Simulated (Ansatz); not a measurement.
Input of an Ansatz 0.2.0 run:

input.yaml

```yaml
crystal:
  lattice:
    - [0.0, 2.955, 2.955]
    - [2.955, 0.0, 2.955]
    - [2.955, 2.955, 0.0]
  atoms:
    - { symbol: Pt, position: [0.0, 0.0, 0.0] }
    - { symbol: Al, position: [0.75, 0.75, 0.75] }
    - { symbol: Al, position: [0.25, 0.25, 0.25] }
kpoints:
  mp_grid: { grid: [8, 8, 8] }
scf:
  occupations: { method: fermi_dirac, width: 0.05 }
hamiltonian:
  xc: pbesol
  pseudopotentials: { kind: all_electron, lapw: { basis_error: 0.001 } }
output:
  forces: true
  stress: true
  eigenvalues: true
  populations: true
```

Potentials or basis: all-electron LAPW, scalar-relativistic.

Run with:

```bash
$ ansatz run input.yaml --threads 2 --pin off --max-ram 8192MiB --backend cpu --events-out ev --progress --plain --runs-dir out
```

(1) Estimate the band gap on the k mesh.

(2) Predict the pressure.

## Answers

(1) none (metal or under the smearing width).

(2) -0.9 GPa.
